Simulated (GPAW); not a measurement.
CoO:

```
Co O
1.0
     2.82845    0.00000    0.00000
    -1.41423    2.44951    0.00000
     0.00000    0.00000    2.72172
Co O
1 1
Direct
  0.00000 0.00000 0.50000
  0.66667 0.33333 0.00000
```

The cell was built by a generator and needn't be a form met in nature.

- Program: GPAW 26.7.0
- Task: relaxation of cell and atoms
- Functional: revPBE
- Potentials or basis: the program's PAW data sets (release 1.2.1) made for this functional
- Cutoff: 800 eV
- Basis: pw
- k mesh: 8 × 8 × 7
- Occupations: fermi-dirac, width 0.05 eV
- Spin: collinear spin, ferromagnetic start
- Starting moments: [2.0, 0.0] μB

At the start: pressure 5.1 GPa; volume 9.43 Å³/atom.

Q: How do energy, volume and symmetry change on relaxing?

A: Over 7 steps the energy falls by 4.4 meV/atom and the volume is 9.70 Å³/atom (+2.9 %); space group P-6m2 (No. 187, to 0.05 Å); moment 3.00 μB per cell.

Step by step:
```csv
step,energy change (eV),largest force (eV/Å),pressure (GPa),volume (Å³)
1,0.0000,0.0000,5.11,18.86
2,-0.0036,0.0000,3.82,18.98
3,-0.0086,0.0000,0.16,19.35
4,-0.0086,0.0000,0.02,19.37
5,-0.0087,0.0000,-0.10,19.38
6,-0.0088,0.0000,-0.17,19.40
7,-0.0088,0.0000,-0.12,19.40
```

Final structure:
```
CELL_PARAMETERS angstrom
2.85734 0.00000 0.00000
-1.42867 2.47453 0.00000
0.00000 0.00000 2.74314
ATOMIC_POSITIONS crystal
Co 0.00000 0.00000 0.50000
O 0.66667 0.33333 0.00000
```

Caveat: each step starts from the last one's moments, so a moment once lost doesn't come back; later steps reuse the first step's grids; a cell with one magnetic atom can't hold antiferromagnetic order, which such compounds often take.
